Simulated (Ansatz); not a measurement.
# AlP at 5.2 GPa: from Born charge to LO–TO splitting and polaron coupling

These are results of DFT r2SCAN+D3(BJ), scalar-relativistic, plane waves, PAW (Ansatz 0.2.0), not measurements. Cutoff 500 eV, 10×10×10 k-points (Γ-centred), fixed occupations. No spin polarisation. Phonons by linear response, acoustic sum rule imposed.

The cell is fixed (symmetry leaves no force on the atoms) and stands under 5.2 GPa:
```cif
data_structure
_symmetry_space_group_name_H-M 'F-43m'
_symmetry_Int_Tables_number 216
_cell_length_a 5.3646
_cell_length_b 5.3646
_cell_length_c 5.3646
_cell_angle_alpha 90.000
_cell_angle_beta 90.000
_cell_angle_gamma 90.000
_cell_volume 154.39
loop_
_atom_site_label
_atom_site_type_symbol
_atom_site_symmetry_multiplicity
_atom_site_Wyckoff_symbol
_atom_site_fract_x
_atom_site_fract_y
_atom_site_fract_z
_atom_site_occupancy
Al1 Al 4 a 0.00000 0.00000 0.00000 1
P1 P 4 d 0.25000 0.25000 0.75000 1
```

The cell is the ideal cubic zincblende prototype.

Linear response gives ν_TO = 474.2 cm⁻¹, Born charges ±2.210 e (positive on Al) and ε∞ = 7.293. The primitive cell holds 38.597 Å³, and the masses are 26.982 and 30.974 amu.

Q: Find ν_LO and the static dielectric constant.

A: The long-wave field adds a restoring force: ω_LO² − ω_TO² = Z*²e²/(ε_vac ε∞ μV). In these units ν_LO² − ν_TO² = 4.92064×10⁷ Z*²/(μ V ε∞) cm⁻², with μ = m₁m₂/(m₁ + m₂) = 14.420 amu: 59203 cm⁻². So ν_LO = √(474.2² + 59203) = 533.0 cm⁻¹, and the run gives 533.0. Lyddane–Sachs–Teller then gives ε0 = ε∞ (ν_LO/ν_TO)² = 9.21, against 9.21 in the run (it forms both from the same three quantities, so the match checks the arithmetic only). Between ν_TO and ν_LO the dielectric function is negative and an undamped crystal reflects fully: a reststrahlen band from 18.8 to 21.1 μm.

Q: What do the Clausius–Mossotti polarisability and the Szigeti charge come to?

A: With the Lorentz local field, α = (3V/4π)(ε∞ − 1)/(ε∞ + 2) = 6.24 Å³ for the pair, and e_S = 3Z*/(ε∞ + 2) = 0.71 e. The Born charge includes the electrons' response to the dipole's own local field, and e_S takes that enhancement out. The Lorentz field assumes point-like polarisable ions, a poor picture once ε∞ is this large, since the electron clouds then overlap or are shared, so both numbers are formal here.

Q: How strongly does a slow electron couple to the LO mode?

A: For one isotropic parabolic band, Fröhlich's constant is α_F = (1/ε∞ − 1/ε0) √(m* Ry/ħω_LO), with Ry = 13.606 eV, ħω_LO = 66.1 meV and m* in free-electron masses: α_F = 0.0286 × 14.35 × √m* = 0.41 √m*. The band mass isn't part of this run; for m* = 0.1, 0.3 and 1 it gives 0.13, 0.22, 0.41. In weak coupling the polaron lies α_F ħω_LO below the band edge (15 meV at m* = 0.3) with a mass m*(1 + α_F/6); past α_F of about 5 or 6 that expansion fails. A semilocal functional's ε∞ tends to be too large, which taken alone lowers α_F.

Cost: 1 run of about 3.7 core-minutes, on Arm Neoverse N1 (shared hosts).

The lattice adds only modestly to the dielectric response of AlP: ε∞ = 7.293 already makes up most of the static value of 9.21. This is what polar covalent sp³ bonding would lead one to expect. The bonding electrons polarise easily and screen the long-range field of the LO mode, while the Born charge of 2.210 e stays below the formal valence of three. That charge measures how polarisation changes as the sublattices move, so it should not be read as a static charge on the ions.

The same small gap between ε∞ and ε0 keeps the Fröhlich coupling weak for all the masses tried, and the stiff bonds and light atoms help by raising the LO energy. Large, mobile polarons are therefore more likely than self-trapping by this polar mode, although short-range deformation coupling is not tested. For real electrons the estimate is only a scale, because the conduction minimum of AlP lies at or near X, where the mass is strongly anisotropic.
